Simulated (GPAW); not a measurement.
Runs of GPAW 26.7.0 on TaN. The structure is cubic, space group Fm-3m (No. 225). Conventional cell: a = 4.423 Å, b = 4.423 Å, c = 4.423 Å, α = 90.00°, β = 90.00°, γ = 90.00°. Ta (site symmetry m-3m) is surrounded by 6 N at 2.21 Å. N (site symmetry m-3m) is surrounded by 6 Ta at 2.21 Å. The cell comes from a database or a generator and needn't be the stable form of this composition.

```csv
task,level,potentials or basis,cell,k mesh,cutoff (eV),eigensolver,optimizer,fmax,max steps,target pressure,mesh quality,gap on the mesh (eV),pressure (GPa),V0 of scaled cells (Å³/atom),B0 (GPa)
equation of state,PBE+D3,"GPAW PAW data sets (gpaw-data 1.2.1), pw",as given,8 × 8 × 8,800,-,-,-,-,-,not flagged,-,-,10.57,349
equation of state,LDA,"the program's PAW data sets (release 1.2.1) made for this functional, pw",as given,8 × 8 × 8,800,-,-,-,-,-,not flagged,-,-,(b),373
relaxation of cell and atoms,BLYP+D3(BJ),"PAW data sets generated in the run's folder for this functional, pw",relaxed to 10 GPa,10 × 10 × 10,800,davidson,FIRE,0.02 eV/Å,100,10 GPa,not flagged,none,9.9,-,-
one-shot levels on a semilocal density,PBE,"GPAW PAW data sets (gpaw-data 1.2.1), pw",as given,6 × 6 × 6,600,-,-,-,-,-,coarse,none,-6.8,-,-
equation of state,PBE+D3(BJ),"GPAW PAW data sets (gpaw-data 1.2.1), pw",as given,8 × 8 × 8,800,-,-,-,-,-,not flagged,-,-,(a),348
```

Alike in all rows: no spin polarisation; smearing fermi-dirac 0.05 eV.

Task: Estimate the missing entries.

Result: (a) 10.56; (b) 10.24.

Caveats: some runs use coarse meshes; later steps reuse the first step's grids (some runs); pairwise dispersion overbinds metals, which lowers pressure and volume (some runs); the cutoff is short for stress and forces, so pressures can be off by a GPa or more (some runs); one-shot exact exchange on a metal's smeared states is rough (some runs).

A k mesh can miss the band edges, and the runs leave out spin-orbit coupling on Ta.

A gap of «none» marks a metal or a gap under the smearing width.
